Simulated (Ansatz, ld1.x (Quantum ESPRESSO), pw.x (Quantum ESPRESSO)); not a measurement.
# pw.x on sc Mg: one setting changed

Potential: norm-conserving Troullier–Martins (Kleinman–Bylander form), ld1.x (Quantum ESPRESSO) 7.5, PBE; core [Ne], reference 3s1.75 3p0.25; waves: 3s (bound): rc 2.40 bohr; 3p (bound): rc 2.50 bohr; 3d channel at 0.2 Ry: rc 2.60 bohr; local part: the d channel; core correction: Bessel-smoothed model core inside 1.60 bohr.

The reference run (k-mesh 11³, cutoffs 50/200 Ry, Fermi–Dirac 0.01 Ry, mixing_beta 0.4, conv_thr 1e-9, no spin) gives -0.31 GPa at 27.792 Å³/atom, where all-electron LAPW gives -0.17 GPa. This run, with its own iteration cap, changes mixing_beta to 0.1.

```
&control
  calculation='scf', prefix='x', pseudo_dir='./', outdir='./tmp', tstress=.true., disk_io='none'
/
&system
  ibrav=0, nat=1, ntyp=1, ecutwfc=50, ecutrho=200, nbnd=8,
  occupations='smearing', smearing='fd', degauss=0.01
/
&electrons
  conv_thr=1e-09, mixing_beta=0.1, electron_maxstep=60
/
ATOMIC_SPECIES
Mg 1.0 Mg.UPF
CELL_PARAMETERS angstrom
  3.02905110 0.00000000 0.00000000
  0.00000000 3.02905110 0.00000000
  0.00000000 0.00000000 3.02905110
ATOMIC_POSITIONS crystal
Mg 0.0000 0.0000 0.0000
K_POINTS automatic
11 11 11 0 0 0
```

```bash
pw.x < Mg.scf.in > Mg.scf.out
```

**Question.** How does the run end?

**Answer.** It converges in 7 iterations; the free energy moves by +0.0 meV/atom and the pressure by +0.00 GPa. The result is that of the reference run.

```
Message from routine setup:
     using ibrav=0 with symmetry is DISCOURAGED, use correct ibrav instead
     lattice parameter (alat)  =       5.7241  a.u.
     unit-cell volume          =     187.5497 (a.u.)^3
     number of electrons       =         2.00
     number of Kohn-Sham states=            8
     kinetic-energy cutoff     =      50.0000  Ry
     charge density cutoff     =     200.0000  Ry
     scf convergence threshold =      1.0E-09
     Exchange-correlation= PBE
     number of k points=    56  Fermi-Dirac smearing, width (Ry)=  0.0100
     iteration #  1     ecut=    50.00 Ry     beta= 0.10
     total energy              =      -4.94799426 Ry
     estimated scf accuracy    <       0.00270802 Ry
     iteration #  2     ecut=    50.00 Ry     beta= 0.10
     total energy              =      -4.94714033 Ry
     estimated scf accuracy    <       0.00214856 Ry
     iteration #  3     ecut=    50.00 Ry     beta= 0.10
     total energy              =      -4.94722837 Ry
     estimated scf accuracy    <       0.00000381 Ry
     iteration #  4     ecut=    50.00 Ry     beta= 0.10
     total energy              =      -4.94723043 Ry
     estimated scf accuracy    <       0.00000275 Ry
     iteration #  5     ecut=    50.00 Ry     beta= 0.10
     total energy              =      -4.94723059 Ry
     estimated scf accuracy    <          9.1E-09 Ry
     iteration #  6     ecut=    50.00 Ry     beta= 0.10
     total energy              =      -4.94723060 Ry
     estimated scf accuracy    <          5.5E-09 Ry
     iteration #  7     ecut=    50.00 Ry     beta= 0.10
     the Fermi energy is     2.4375 ev
!    total energy              =      -4.94723060 Ry
     estimated scf accuracy    <          3.5E-10 Ry
     smearing contrib. (-TS)   =      -0.00190812 Ry
     The total energy is F=E-TS. E is the sum of the following terms:
     one-electron contribution =       1.11277751 Ry
     hartree contribution      =       0.00531287 Ry
     xc contribution           =      -4.08070193 Ry
     ewald contribution        =      -1.98271093 Ry
     convergence has been achieved in   7 iterations
          total   stress  (Ry/bohr**3)                   (kbar)     P=       -3.14
     Message from routine punch:
     Nothing written, as per user request (disk_io='none')
```

The run took about 3.5 s on one core of a shared host (Neoverse-V1, 32 threads, 247 GiB, load 26).
